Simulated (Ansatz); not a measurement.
Ansatz input

```yaml
crystal:
  lattice:
    - [0.0, 2.2551963469, 2.2551963469]
    - [2.2551963469, 0.0, 2.2551963469]
    - [2.2551963469, 2.2551963469, 0.0]
  atoms:
    - { symbol: Se, position: [0.0, 0.0, 0.0] }
hamiltonian:
  xc: blyp
  pseudopotentials:
    kind: paw
    azcp:
      Se: "pseudopotentials/Se.paw.azcp"
basis:
  ecutwfc: 420
  fft_grid_basis: typed
kpoints:
  mp_grid: { grid: [20, 20, 20], shift: [0, 0, 0] }
magnetization:
  spin_polarized: false
scf:
  occupations: { method: fermi_dirac, width: 0.1 }
```

and its output:

```
Engine: ansatz 0.2.0, x86_64-unknown-linux-gnu
Pseudopotentials: kind: paw
Pseudopotential: Se, paw, valence charge 16, recommended cutoff 420 eV (normal) 
Functional definition: BLYP
  parameter beta = 0.0042
  parameter a = 0.04918
  parameter b = 0.132
  parameter c = 0.2533
  parameter d = 0.349
  exchange = b88_x(beta = beta)
  correlation = lyp_c(a = a, b = b, c = c, d = d)
Crystal: 1 atoms, lattice volume = 22.939 Å³
Basis set: ecut = 420 eV, 459 PW (Γ), exchange–correlation on 48×48×48 points (8 copies of the dense FFT grid, shifted against one another)
Bands: 12, of which v1, the nominal top of the filled ones, is band 8 counted from 1 (7 counted from 0)
Symmetry: 48 space group operations
Space group: Fm-3m (ITA 225), of the structure as read, at distance tolerance 2.8e-5 Å
k-points: 256 of 8000
Non-local potential: Se, projectors of the file, l = 0: 2, l = 1: 2, l = 2: 3, l = 3: 1
PAW form: soft (Blöchl's): semilocal exchange-correlation on the pseudo side does not see the compensation charge
PAW frozen core: Se, regenerated for the run's functional, and the local potential with it (the file was generated under x = pbe(κ = 0.804, μ = 0.2195149727645171), c = pbe(β = 0.06672455060314922))
PAW one-centre angular grid: Se, 590 points (default); XC on 64 Gauss nodes
Initial density: superposition of atomic densities (neutral atoms: chi_scale 0, normalization atom), corrected by the library's trained network
Initial wavefunctions: pseudopotential atomic-orbital guess
Functional: x = b88, c = lyp
SCF iter   1: F=—  HF=-5479.278218 eV  |F-HF|=—  |Δ(HF+E_count)|=         —  Δρ=8.25e-3  dr2=1.54e-2  ethr=1.77e-3  ⟨swp⟩=5.2  Hψ=18391  notcnv=0
SCF iter   2: F=—  HF=-5479.274448 eV  |F-HF|=—  |Δ(HF+E_count)|=   3.77e-3  Δρ=4.61e-3  dr2=5.59e-3  ethr=9.62e-5  ⟨swp⟩=1.0  Hψ=5120  notcnv=0
SCF iter   3: F=—  HF=-5479.272378 eV  |F-HF|=—  |Δ(HF+E_count)|=   2.07e-3  Δρ=6.98e-4  dr2=1.46e-4  ethr=3.49e-5  ⟨swp⟩=2.5  Hψ=5304  notcnv=0
SCF iter   4: F=—  HF=-5479.272261 eV  |F-HF|=—  |Δ(HF+E_count)|=   1.17e-4  Δρ=2.70e-4  dr2=9.14e-6  ethr=9.12e-7  ⟨swp⟩=2.0  Hψ=5116  notcnv=0
SCF iter   5: F=—  HF=-5479.272263 eV  |F-HF|=—  |Δ(HF+E_count)|=   1.94e-6  Δρ=4.46e-5  dr2=5.20e-7  ethr=5.71e-8  ⟨swp⟩=2.2  Hψ=4145  notcnv=0
SCF iter   6: F=-5479.272263 eV  HF=-5479.272263 eV  |F-HF|=2.13e-10  |Δ(HF+E_count)|=   2.77e-7  Δρ=1.33e-6  dr2=3.85e-10  ethr=6.25e-10  ⟨swp⟩=3.0  Hψ=7731  notcnv=0
SCF 1 converged in 6 iterations: F = -5479.272263 eV  dr2 = 3.85e-10
SCF converged after 6 iterations
Free energy (F): -5479.272263 eV
Harris-Foulkes:  -5479.272263 eV  (|F-HF|=2.13e-10)
Internal energy: -5479.235026 eV  (E = F + TS)
E sigma→0 (E₀):  -5479.253644 eV
Entropy (-TS):   -0.037236 eV (-37.236 meV/atom)
Fermi energy:    9.398950 eV
--- Per-component energies (eV) ---
  E_band       = -365.984623
  E_kinetic    = 116.573451
  E_local      = -2188.876147  (includes V_loc(G=0)·N_el)
  E_nonlocal   = -597.268864
  E_hartree    = 1090.244475
  E_xc         = -101.614396
  E_vxc        = -94.083076  (∫ρ·V_xc dr)
  E_paw        = -1924.968034  (= ΣΔE_a)
  E_vpaw       = 217.182386  (= ΣTr[D̂ρ^β])
  E_aug_tail   = -0.000619  (compensation charges beyond the density's cutoff)
  E_ewald      = -1873.586247
  E_core_change = 0.261355  (= ΣΔE_core)
  E_smearing   = -0.037236  (= −TS)
  E_closure    = 0.000000  (closes the sum)
  Σ components = -5479.272263   (vs F -5479.272263, Δ=0.00e0)
```
